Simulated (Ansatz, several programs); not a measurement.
KBr (zincblende), relaxed with PBE in Ansatz (plane waves, PAW): the symmetry is F-43m (No. 216, cubic); conventional cell a = 7.443 Å, 51.55 Å³ an atom. K has 4 Br at 3.22 Å; Br has 4 K at 3.22 Å. The cell was then scaled with its shape and fractional coordinates held. Note: simulated data, non-magnetic, for a generated structure that need not be the stable one.

| V (Å³/atom) | E (meV/atom) |
| --- | --- |
| 48.454 | 5.84 |
| 51.547 | 0.00 |
| 53.093 | 1.29 |
| 54.640 | 4.82 |

(1) Pass a cubic E = c₀ + c₁u + c₂u² + c₃u³, with u = V − 51.933 Å³, through these points.

(2) Where is the minimum, and what bulk modulus follows?

(3) Predict the energy and the pressure at the withheld volume, 50.001 Å³.

Results:

(1) c₀ = 0.09, c₁ = +0.441, c₂ = 0.535, c₃ = -0.0192 (meV and Å³).

(2) dE/du = 0 at u = -0.403, so V₀ = 51.53 Å³. B = V₀ d²E/dV² = 51.53 × (2c₂ + 6c₃u) = 51.53 × 1.116 = 58 meV/Å³, and 1 meV/Å³ is 0.16022 GPa: 9 GPa. A third-order Birch-Murnaghan fit to all five points gives 51.52 Å³ and 9 GPa.

(3) With u = -1.932: E ≈ 1.37 meV and P = −dE/dV ≈ +0.30 GPa. The run gives 1.35 meV and, from its stress, +0.29 GPa.
